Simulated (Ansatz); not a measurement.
Relaxed structure of C2H6 on the (100) surface of WC, one molecule per 32.9 Å² (the molecule's atoms stand last):

```yaml
crystal:
  lattice:
    - [5.66533, 0.00000, 0.00000]
    - [0.00000, 5.80381, 0.00000]
    - [0.00000, 0.00000, 25.93856]
  atoms:
    - { symbol: C, position: [0.25000, 0.00000, 0.30842] }
    - { symbol: C, position: [0.25000, 0.50000, 0.30842] }
    - { symbol: C, position: [0.75000, 0.00000, 0.30842] }
    - { symbol: C, position: [0.75000, 0.50000, 0.30842] }
    - { symbol: W, position: [0.00000, 0.75000, 0.34072] }
    - { symbol: W, position: [0.00000, 0.25000, 0.34072] }
    - { symbol: W, position: [0.50000, 0.75000, 0.34072] }
    - { symbol: W, position: [0.50000, 0.25000, 0.34072] }
    - { symbol: C, position: [0.25000, 0.75000, 0.40531] }
    - { symbol: C, position: [0.25000, 0.25000, 0.40531] }
    - { symbol: C, position: [0.75000, 0.75000, 0.40531] }
    - { symbol: C, position: [0.75000, 0.25000, 0.40531] }
    - { symbol: W, position: [0.99995, 0.49991, 0.43803] }
    - { symbol: W, position: [0.99995, 0.00017, 0.43799] }
    - { symbol: W, position: [0.50005, 0.49984, 0.43802] }
    - { symbol: W, position: [0.50005, 0.00010, 0.43801] }
    - { symbol: C, position: [0.25000, 0.49992, 0.50319] }
    - { symbol: C, position: [0.24998, 0.99993, 0.50315] }
    - { symbol: C, position: [0.74996, 0.49980, 0.50338] }
    - { symbol: C, position: [0.75001, 0.00004, 0.50332] }
    - { symbol: W, position: [0.00065, 0.25004, 0.53348] }
    - { symbol: W, position: [0.00008, 0.75023, 0.53333] }
    - { symbol: W, position: [0.49929, 0.24948, 0.53349] }
    - { symbol: W, position: [0.49992, 0.74986, 0.53332] }
    - { symbol: C, position: [0.61532, 0.28364, 0.66630] }
    - { symbol: C, position: [0.87751, 0.22958, 0.66708] }
    - { symbol: H, position: [0.52379, 0.21616, 0.70048] }
    - { symbol: H, position: [0.52812, 0.20204, 0.63251] }
    - { symbol: H, position: [0.58087, 0.46945, 0.66355] }
    - { symbol: H, position: [0.96566, 0.30213, 0.70116] }
    - { symbol: H, position: [0.96762, 0.30597, 0.63308] }
    - { symbol: H, position: [0.91198, 0.04345, 0.66596] }
```

The calculation used DFT PBE+D3(BJ), scalar-relativistic, plane waves, PAW in Ansatz 0.2.0. Settings: cutoff 420 eV, Γ-centred mesh 4×3×1 on the computed 32-atom cell, Gaussian smearing of 0.10 eV; no spin polarisation. The cell repeats along c with a dipole correction in the vacuum.

The slab and the molecular layer are also computed alone at these places.

Q: How does the adsorption energy per molecule split into interaction and deformation?

A: E_ads = -0.348 eV: interaction of the rigid parts -0.326 eV, deformation of the slab +0.008 eV, deformation of the molecule with its lateral interactions -0.029 eV.

Q: How much charge moves across the plane at z = 15.12 Å, midway between slab and molecule?

A: About 0.04 electrons a cell move down to the slab; half the integral of |Δρ| is 0.18 e.

Q: How does the density difference (whole less rigid parts, positive where electrons gather), summed over the plane, run along c?

A:
```json
{"z (Å)": "6.05", "Δρ (e/Å)": "0.000"}
{"z (Å)": "6.20", "Δρ (e/Å)": "0.000"}
{"z (Å)": "6.48", "Δρ (e/Å)": "0.000"}
{"z (Å)": "6.63", "Δρ (e/Å)": "0.000"}
{"z (Å)": "6.92", "Δρ (e/Å)": "-0.001"}
{"z (Å)": "7.06", "Δρ (e/Å)": "-0.001"}
{"z (Å)": "7.35", "Δρ (e/Å)": "-0.002"}
{"z (Å)": "7.49", "Δρ (e/Å)": "-0.003"}
{"z (Å)": "7.78", "Δρ (e/Å)": "0.000"}
{"z (Å)": "7.93", "Δρ (e/Å)": "0.004"}
{"z (Å)": "8.21", "Δρ (e/Å)": "0.003"}
{"z (Å)": "8.36", "Δρ (e/Å)": "0.001"}
{"z (Å)": "8.65", "Δρ (e/Å)": "-0.001"}
{"z (Å)": "8.79", "Δρ (e/Å)": "-0.001"}
{"z (Å)": "8.93", "Δρ (e/Å)": "-0.001"}
{"z (Å)": "9.22", "Δρ (e/Å)": "0.000"}
{"z (Å)": "9.37", "Δρ (e/Å)": "0.000"}
{"z (Å)": "9.65", "Δρ (e/Å)": "0.000"}
{"z (Å)": "9.80", "Δρ (e/Å)": "0.000"}
{"z (Å)": "10.09", "Δρ (e/Å)": "0.000"}
{"z (Å)": "10.23", "Δρ (e/Å)": "0.000"}
{"z (Å)": "10.52", "Δρ (e/Å)": "0.001"}
{"z (Å)": "10.66", "Δρ (e/Å)": "0.001"}
{"z (Å)": "10.95", "Δρ (e/Å)": "0.000"}
{"z (Å)": "11.10", "Δρ (e/Å)": "-0.001"}
{"z (Å)": "11.38", "Δρ (e/Å)": "-0.002"}
{"z (Å)": "11.53", "Δρ (e/Å)": "0.000"}
{"z (Å)": "11.82", "Δρ (e/Å)": "0.004"}
{"z (Å)": "11.96", "Δρ (e/Å)": "0.004"}
{"z (Å)": "12.10", "Δρ (e/Å)": "0.003"}
{"z (Å)": "12.39", "Δρ (e/Å)": "-0.001"}
{"z (Å)": "12.54", "Δρ (e/Å)": "-0.004"}
{"z (Å)": "12.83", "Δρ (e/Å)": "-0.014"}
{"z (Å)": "12.97", "Δρ (e/Å)": "-0.017"}
{"z (Å)": "13.26", "Δρ (e/Å)": "0.001"}
{"z (Å)": "13.40", "Δρ (e/Å)": "0.015"}
{"z (Å)": "13.69", "Δρ (e/Å)": "0.007"}
{"z (Å)": "13.83", "Δρ (e/Å)": "-0.002"}
{"z (Å)": "14.12", "Δρ (e/Å)": "0.034"}
{"z (Å)": "14.27", "Δρ (e/Å)": "0.056"}
{"z (Å)": "14.55", "Δρ (e/Å)": "0.049"}
{"z (Å)": "14.70", "Δρ (e/Å)": "0.038"}
{"z (Å)": "14.84", "Δρ (e/Å)": "0.033"}
{"z (Å)": "15.13", "Δρ (e/Å)": "0.039"}
{"z (Å)": "15.27", "Δρ (e/Å)": "0.046"}
{"z (Å)": "15.56", "Δρ (e/Å)": "0.054"}
{"z (Å)": "15.71", "Δρ (e/Å)": "0.050"}
{"z (Å)": "16.00", "Δρ (e/Å)": "0.020"}
{"z (Å)": "16.14", "Δρ (e/Å)": "-0.007"}
{"z (Å)": "16.43", "Δρ (e/Å)": "-0.068"}
{"z (Å)": "16.57", "Δρ (e/Å)": "-0.084"}
{"z (Å)": "16.86", "Δρ (e/Å)": "-0.071"}
{"z (Å)": "17.00", "Δρ (e/Å)": "-0.049"}
{"z (Å)": "17.29", "Δρ (e/Å)": "-0.008"}
{"z (Å)": "17.44", "Δρ (e/Å)": "-0.009"}
{"z (Å)": "17.72", "Δρ (e/Å)": "-0.023"}
{"z (Å)": "17.87", "Δρ (e/Å)": "-0.024"}
{"z (Å)": "18.01", "Δρ (e/Å)": "-0.024"}
{"z (Å)": "18.30", "Δρ (e/Å)": "-0.019"}
{"z (Å)": "18.45", "Δρ (e/Å)": "-0.014"}
{"z (Å)": "18.73", "Δρ (e/Å)": "-0.006"}
{"z (Å)": "18.88", "Δρ (e/Å)": "-0.004"}
{"z (Å)": "19.17", "Δρ (e/Å)": "-0.001"}
{"z (Å)": "19.31", "Δρ (e/Å)": "0.000"}
{"z (Å)": "19.60", "Δρ (e/Å)": "0.000"}
{"z (Å)": "19.74", "Δρ (e/Å)": "0.000"}
{"z (Å)": "20.03", "Δρ (e/Å)": "0.000"}
{"z (Å)": "20.17", "Δρ (e/Å)": "0.000"}
{"z (Å)": "20.46", "Δρ (e/Å)": "0.000"}
{"z (Å)": "20.61", "Δρ (e/Å)": "0.000"}
```